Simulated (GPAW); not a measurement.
**As: single point with LDA**

As:

```
As
1.0
     2.70368    0.00000    0.00000
     0.00000    2.70368    0.00000
     0.00000    0.00000    2.70368
As
1
Direct
  0.50000 0.50000 0.50000
```

This isn't the form of As at room conditions, which is rhombohedral.

```yaml
Program: GPAW 26.7.0
Task: single point
Functional: LDA
Potentials_or_basis: the program's PAW data sets (release 1.2.1) made for this functional
Cutoff: 500 eV
Basis: pw
k_mesh: 8 × 8 × 8
Occupations: fermi-dirac, width 0.05 eV
Spin: no spin polarisation
Maxiter: 120
Convergence: default
```

```
Pressure               : -2.0 GPa
Band gap on the k mesh : none (metal or under the smearing width)
```

Levels at points of the mesh, in eV from the Fermi level:
| k point | band 1 | band 2 | band 3 | band 4 | band 5 |
| --- | --- | --- | --- | --- | --- |
| (0.00, 0.00, 0.00) | -14.95 | 4.17 | 4.17 | 4.17 | 8.73 |
| (0.50, 0.00, 0.00) | -11.83 | -6.87 | 6.43 | 6.43 | 11.50 |
| (0.50, 0.50, 0.00) | -8.59 | -4.19 | -4.19 | 2.57 | 8.53 |
| (0.50, 0.50, 0.50) | -5.03 | -1.76 | -1.76 | -1.76 | 6.07 |

Wall time 2.7 s on 1 thread of Arm Neoverse V2, on a shared host, peak memory 0.12 GiB.

Caveat: the cutoff is short for stress and forces, so pressures can be off by a GPa or more.
